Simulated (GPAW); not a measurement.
Input of a GPAW 26.7.0 run:

Contents of run.py:

```python
from ase.dft.bandgap import bandgap
from ase.io import read, write
from ase.units import GPa
from gpaw import GPAW, PW

atoms = read('Ag.xyz')

calc = GPAW(mode=PW(600),
            xc='RPBE',
            kpts={'size': (11, 11, 11), 'gamma': True},
            occupations={'name': 'methfessel-paxton', 'order': 0, 'width': 0.05},
            nbands=18,
            convergence={'density': 1e-05, 'energy': 1e-05},
            maxiter=150,
            txt='gpaw.txt')
atoms.calc = calc
energy = atoms.get_potential_energy()
forces = atoms.get_forces()
stress = atoms.get_stress()
calc.write('gs.gpw')
write('result.traj', atoms)
print(f'Energy: {energy:.6f} eV')
print('Forces (eV/A):')
print(forces.round(4))
print('Stress (GPa):', (stress / GPa).round(3))
print('Fermi level:', round(calc.get_fermi_level(), 4), 'eV')
print(f'Gap: {bandgap(calc)[0]:.4f} eV, direct: {bandgap(calc, direct=True)[0]:.4f} eV')
```

File Ag.xyz:

```xyz
1
Lattice="0.0000000000 2.0427500000 2.0427500000 2.0427500000 0.0000000000 2.0427500000 2.0427500000 2.0427500000 0.0000000000" Properties=species:S:1:pos:R:3 pbc="T T T"
Ag     0.0000000000      0.0000000000      0.0000000000
```

Potentials or basis: the program's PAW data sets (release 1.2.1) made for this functional, pw.

Run with:

```console
$ OMP_NUM_THREADS=1 python run.py
```

(1) What does it give for the band gap on the k mesh?

(2) Estimate the pressure.

Results:

(1) none (metal or under the smearing width).

(2) 8.3 GPa.
